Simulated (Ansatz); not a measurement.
The system is Os.

```
Os
1.0
     2.73410    0.00000    0.00000
    -1.36705    2.36780    0.00000
     0.00000    0.00000    4.31970
Os
2
Direct
  0.66667 0.33333 0.75000
  0.33333 0.66667 0.25000
```

Base run:

```yaml
Program: Ansatz 0.2.0
Functional: PBEsol
Potentials_or_basis: Ansatz PAW
Cutoff: "420 eV (not typed: the program's choice for these potentials)"
k_mesh: 11 × 11 × 6
Occupations: fermi-dirac, width 0.05 eV
Spin: no spin polarisation
```

Its results: band gap on the k mesh none (metal or under the smearing width); pressure -2.7 GPa.

Question: After a change of settings the same cell gave: band gap on the k mesh none (metal or under the smearing width); pressure 1.0 GPa. Which change was it?
A. functional from PBEsol to BLYP
B. functional from PBEsol to PBE; occupations from fermi-dirac, width 0.05 eV to gaussian, width 0.012 eV
C. functional from PBEsol to r2SCAN; cutoff from 420 eV (not typed: the program's choice for these potentials) to 500 eV (not typed: the program's choice for these potentials)

Answer: C.

Caveats: spin-orbit coupling is left out, which moves the levels of the heavy elements; the PAW data sets come from PBE, with cores solved anew for the run's functional, which leaves a small shift of forces and pressure.
